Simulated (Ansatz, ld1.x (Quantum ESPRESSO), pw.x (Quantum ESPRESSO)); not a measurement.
tantalum: one change to the ultrasoft potential, in the atom and in the fcc crystal

```json
{
 "Element": "tantalum",
 "Generator": "ld1.x (Quantum ESPRESSO) 7.5",
 "Type": "ultrasoft",
 "Functional": "PBE",
 "Relativity": "scalar-relativistic",
 "Frozen core": "[Kr] 4d10 4f14",
 "Valence charge": "13",
 "Reference configuration": "5s2 5p6 5d3 6s2 6p0",
 "Partial waves": "5s (bound): rcut 1.40, rcutus 1.45 bohr; 6s (bound): rcut 1.40, rcutus 1.45 bohr; 5p (bound): rcut 2.15, rcutus 2.70 bohr; 6p (bound, empty): rcut 2.15, rcutus 2.70 bohr; 5d (bound): rcut 2.10, rcutus 2.75 bohr; 5d channel at 1.95 Ry: rcut 2.10, rcutus 2.75 bohr",
 "Local potential": "all-electron potential smoothed inside 1.25 bohr (lloc = -1)",
 "Core correction": "none",
 "Augmentation charge": "PSQ, inside the norm-conserving radii"
}
```

Change: waves 5d (bound): rcut 2.10, rcutus 4.20 bohr; 5d channel at 1.95 Ry: rcut 2.10, rcutus 4.20 bohr.

Cutoffs, loose and tight: the cutoffs (Ry, on a coarse ladder) from which the occupation-weighted sum of valence levels, in a spherical-Bessel basis at the reference potential, stays within 10 and 1 mRy of its value at 400 Ry. They do not see the model core or the augmentation charge, which bear on the density cutoff. Test errors are all-electron minus pseudo excitation energies from the reference, over the configurations 5s2 5p6 5d3 6s1 6p0; 5s2 5p6 5d3 6s0 6p0; 5s2 5p6 5d2 6s0 6p0; 5s2 5p6 5d4 6s1 6p0; 5s2 5p6 5d1 6s0 6p0; 5s2 5p6 5d3 6s1.5 6p0; 5s2 5p6 5d3 6s0 6p1; variants that change the core or the reference have their own tests.

Crystal test: fcc Ta in pw.x 7.5, no spin, 13³ k-points, Fermi–Dirac smearing 0.01 Ry, cutoffs set for each file from its atomic test. The reference is all-electron LAPW (Ansatz 0.2.0) with the same functional, mesh and smearing; V0 and B0 come from Birch–Murnaghan fits to the pressures at five volumes. Errors are pseudo minus all-electron; Δ is the rms difference of the E(V) curves that follow from these fits, minima aligned, over ±6 % about the mean V0. Mesh and smearing are coarse, so the numbers serve the comparison and aren't converged zero-temperature values; the lattice is a test structure that the element need not adopt.

All-electron: a0 = 4.224 Å (V0 = 18.84 Å³/atom), B0 = 188.4 GPa.

**Question.** Does the change bring the crystal closer to the all-electron result?

**Answer.** The mean pressure error goes from -0.81 to +53.44 GPa, so the change moves the solid further from the all-electron pressures.

```csv
quantity,base,changed
outcome (atom),generated,generated
"cutoff, loose (atom)",21 Ry,21 Ry
"cutoff, tight (atom)",35 Ry,35 Ry
bound ghosts (atom),none,none
largest test error (meV) (atom),+40,test run stopped at test 2 of 7 (negative rho)
cutoffs in pw.x (Ry),45/360,45/360
a0 (Å),4.218,–
a0 error (%),-0.14,–
B0 error (%),+1.5,–
Δ (meV/atom),3.3,–
mean pressure error (GPa),-0.81,+53.44
```

A dash: not determined, or the minimum lies outside the volumes sampled.

Changed file: The largest radius (4.20 bohr) exceeds half the bond length (2.83 bohr), so the spheres overlap, which is one possible source of error among others. This is a poor potential for the solid. Atomic configuration tests: test run stopped at test 2 of 7 (negative rho). The atomic cutoffs weigh occupied waves only.
